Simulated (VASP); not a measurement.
# Ir (Fm-3m) in VASP: further runs, part 2 of 2

VASP 6.6.1. Earlier steps stand in the parts before.

## Step 3: Phonons, PBE

This run uses another cell than the first one, of 14.53 Å³/atom, 1.016 times its volume.

File POSCAR:

```
Ir
1.0
    0.0000000000      1.9369071725      1.9369071725
    1.9369071725      0.0000000000      1.9369071725
    1.9369071725      1.9369071725      0.0000000000
  Ir
     1
Direct
     0.0000000000000000    0.0000000000000000    0.0000000000000000
```

File INCAR.step1:

```
SYSTEM = Ir
  ALGO = Fast
  EDIFF = 1E-8
  EDIFFG = -0.002
  ENCUT = 600
  GGA = PE
  IBRION = 2
  ISIF = 3
  ISMEAR = 1
  KPAR = 2
  LASPH = .True.
  LCHARG = .False.
  LREAL = .False.
  LWAVE = .False.
  NELM = 80
  NSW = 40
  PREC = Accurate
  SIGMA = 0.2
```

File INCAR.step2:

```
SYSTEM = Ir
  ALGO = Fast
  EDIFF = 1E-8
  ENCUT = 600
  GGA = PE
  IBRION = 6
  ISIF = 2
  ISMEAR = 1
  KPAR = 2
  LASPH = .True.
  LCHARG = .False.
  LREAL = .False.
  LWAVE = .False.
  NELM = 80
  NFREE = 2
  NSW = 1
  POTIM = 0.015
  PREC = Accurate
  SIGMA = 0.2
```

File KPOINTS:

```
k-points
0
Gamma
  30 30 30
  0 0 0
```

Potentials or basis: VASP PAW PBE potentials, release 64 (Ir).

Command:

```bash
cat potpaw_PBE.64/Ir/POTCAR > POTCAR
cp INCAR.step1 INCAR
mpirun -np 2 vasp_std > vasp.out
cp CONTCAR POSCAR
cp INCAR.step2 INCAR
mpirun -np 2 vasp_std > vasp.out
```

OUTCAR:

```text
SYSTEM = Ir
   EDIFF = 1E-8
   ENCUT = 600
   GGA = PE
   IBRION = 6
   ISIF = 2
   ISMEAR = 1
   LASPH = .True.
   LREAL = .False.
   NELM = 80
   NFREE = 2
   NSW = 1
   POTIM = 0.015
   PREC = Accurate

 ion  position               nearest neighbor table
   1  0.000  0.000  0.000-

  LATTYP: Found a face centered cubic cell.
 ALAT       =     3.8726476149

  Lattice vectors:

 A1 = (   0.0000000000,   1.9363238075,   1.9363238075)
 A2 = (   1.9363238075,   0.0000000000,   1.9363238075)
 A3 = (   1.9363238075,   1.9363238075,   0.0000000000)

Analysis of symmetry for initial positions (statically):
=====================================================================
 Subroutine PRICEL returns:
 Original cell was already a primitive cell.

 Routine SETGRP: Setting up the symmetry group for a
 face centered cubic supercell.

 Subroutine GETGRP returns: Found 48 space group operations
 (whereof 48 operations were pure point group operations)
 out of a pool of 48 trial point group operations.

The static configuration has the point symmetry O_h .

Analysis of symmetry for dynamics (positions and initial velocities):
=====================================================================
 Subroutine PRICEL returns:
 Original cell was already a primitive cell.

 Routine SETGRP: Setting up the symmetry group for a
 face centered cubic supercell.

 Subroutine GETGRP returns: Found 48 space group operations
[... 222 lines left out ...]

 number of electron       9.0000000 magnetization

 Free energy of the ion-electron system (eV)
  ---------------------------------------------------
  ext. energy  EPLUGINS =         0.00000000
  ---------------------------------------------------
  free energy    TOTEN  =        -8.84937722 eV

  energy without entropy =       -8.84924964  energy(sigma->0) =       -8.84933469

 E-fermi :   9.9479     XC(G=0): -13.8336

 val. band max:        9.9440132702   @ k =   0.3333   0.1000   0.0333
 cond. band min:       9.9481307040   @ k =   0.3667   0.3000   0.0000
 fundamental gap:      0.0041174338
 Fermi energy:         9.9478591026

 k-point     1 :       0.0000    0.0000    0.0000
  band No.  band energies     occupation
      1      -0.8809      2.00000
      2       6.2252      2.00000
      3       6.2252      2.00000
      4       6.2252      2.00000
      5       8.8044      2.00000
      6       8.8044      2.00000
      7      24.3345      0.00000
      8      29.7666      0.00000
[... 243 lines left out ...]
 k-point    24 :       0.2667    0.0333    0.0000
  band No.  band energies     occupation
      1       1.3900      2.00000
      2       5.6969      2.00000
      3       6.6372      2.00000
      4       6.6835      2.00000
      5       8.8385      2.00000
      6       9.2443      2.00001
      7      23.5126      0.00000
      8      26.6107      0.00000

 [... further k-points ...]

------------------------ aborting loop because EDIFF is reached ----------------------------------------

  FORCE on cell =-STRESS in cart. coord.  units (eV):
  Direction    XX          YY          ZZ          XY          YZ          ZX
  --------------------------------------------------------------------------------------
  -------------------------------------------------------------------------------------
  Total        0.0005544      0.0005544      0.0005544      0.0000000     -0.0000000     -0.0000000
  in kB        0.0611795      0.0611795      0.0611795      0.0000000     -0.0000000     -0.0000000
  external PRESSURE =       0.0611795 kB  Pullay stress =       0.0000000 kB
[... 16 lines left out ...]
  FREE ENERGIE OF THE ION-ELECTRON SYSTEM (eV)
  ---------------------------------------------------
  free  energy   TOTEN  =        -8.8493772173 eV

  energy  without entropy=       -8.8492496364  energy(sigma->0) =       -8.84933469

 INTERNAL STRAIN TENSORS FROM DISPLACED ATOMS
 ============================================

 INTERNAL STRAIN TENSOR FOR ION    1 for displacements in x,y,z  (eV/Angst):
          X           Y           Z          XY          YZ          ZX
  --------------------------------------------------------------------------------
  x     0.00000     0.00000     0.00000     0.00000     0.00000     0.00000
  y     0.00000     0.00000     0.00000     0.00000     0.00000     0.00000
  z     0.00000     0.00000     0.00000     0.00000     0.00000     0.00000

 Eigenvectors and eigenvalues of the dynamical matrix
 ----------------------------------------------------

   1 f  =    0.000000 THz     0.000000 2PiTHz    0.000000 cm-1     0.000000 meV
             X         Y         Z           dx          dy          dz
      0.000000  0.000000  0.000000     0.707107    0.707107    0.000000

   2 f  =    0.000000 THz     0.000000 2PiTHz    0.000000 cm-1     0.000000 meV
             X         Y         Z           dx          dy          dz
      0.000000  0.000000  0.000000     0.707107   -0.707107    0.000000

   3 f  =    0.000000 THz     0.000000 2PiTHz    0.000000 cm-1     0.000000 meV
             X         Y         Z           dx          dy          dz
      0.000000  0.000000  0.000000     0.000000    0.000000    1.000000

 ELASTIC MODULI CONTR FROM IONIC RELAXATION (kBar)
 Direction    XX          YY          ZZ          XY          YZ          ZX
 --------------------------------------------------------------------------------
 XX           0.0000      0.0000      0.0000      0.0000      0.0000      0.0000
 YY           0.0000      0.0000      0.0000      0.0000      0.0000      0.0000
 ZZ           0.0000      0.0000      0.0000      0.0000      0.0000      0.0000
 XY           0.0000      0.0000      0.0000      0.0000      0.0000      0.0000
 YZ           0.0000      0.0000      0.0000      0.0000      0.0000      0.0000
 ZX           0.0000      0.0000      0.0000      0.0000      0.0000      0.0000
 --------------------------------------------------------------------------------
```

OUTCAR.step1:

```text
SYSTEM = Ir
   EDIFF = 1E-8
   EDIFFG = -0.002
   ENCUT = 600
   GGA = PE
   IBRION = 2
   ISIF = 3
   ISMEAR = 1
   LASPH = .True.
   LREAL = .False.
   NELM = 80
   NSW = 40
   PREC = Accurate

 ion  position               nearest neighbor table
[... 581 lines left out ...]
 Fermi energy:         9.9478909639

 k-point     1 :       0.0000    0.0000    0.0000
  band No.  band energies     occupation
      1      -0.8808      2.00000
      2       6.2252      2.00000
      3       6.2252      2.00000
      4       6.2252      2.00000
      5       8.8044      2.00000
      6       8.8044      2.00000
      7      24.3345      0.00000
      8      29.7665      0.00000
[... 281 lines left out ...]
  FREE ENERGIE OF THE ION-ELECTRON SYSTEM (eV)
  ---------------------------------------------------
  free  energy   TOTEN  =        -8.8493773575 eV

  energy  without entropy=       -8.8492497749  energy(sigma->0) =       -8.84933483

 reached required accuracy - stopping structural energy minimisation
```

OSZICAR.step1:

```text
N       E                     dE             d eps       ncg     rms          rms(c)
DAV:   1     0.480502414778E+02    0.48050E+02   -0.48706E+03 12104   0.115E+03
DAV:   2    -0.867894303575E+01   -0.56729E+02   -0.55075E+02 12104   0.215E+02
DAV:   3    -0.941300712424E+01   -0.73406E+00   -0.73300E+00 17608   0.334E+01
DAV:   4    -0.941741303753E+01   -0.44059E-02   -0.44051E-02 15304   0.188E+00
[... 39 lines left out ...]
DAV:   1    -0.884937763222E+01   -0.26792E-06   -0.74414E-06 15872   0.447E-02    0.361E-03
RMM:   2    -0.884937742805E+01    0.20417E-06   -0.20777E-07 12029   0.709E-03    0.123E-03
RMM:   3    -0.884937737652E+01    0.51524E-07   -0.75701E-08 11745   0.283E-03    0.496E-04
RMM:   4    -0.884937735781E+01    0.18715E-07   -0.12006E-08  6496   0.194E-03    0.204E-04
RMM:   5    -0.884937735748E+01    0.33322E-09   -0.50737E-09  6310   0.977E-04
   4 F= -.88493774E+01 E0= -.88493348E+01  d E =-.138918E-04
```

Wall time 2.9 min (2 MPI ranks of Intel Xeon Platinum 8488C (Sapphire Rapids), shared host); peak memory 0.3 GiB.

What came out:

```yaml
Relaxed_volume: 14.52 Å³/atom
Relaxed_cell: a = 2.738 Å, b = 2.738 Å, c = 2.738 Å, α = 60.00°, β = 60.00°, γ = 60.00°
Space_group_after_relaxing_to_0.05_Å: Fm-3m (No. 225)
```

Final structure:
```xyz
1
Lattice="0.0000 1.9363 1.9363 1.9363 0.0000 1.9363 1.9363 1.9363 0.0000" Properties=species:S:1:pos:R:3 pbc="T T T"
Ir    0.0000    0.0000    0.0000
```

Spin-orbit coupling is left out, which matters for the levels of Ir.
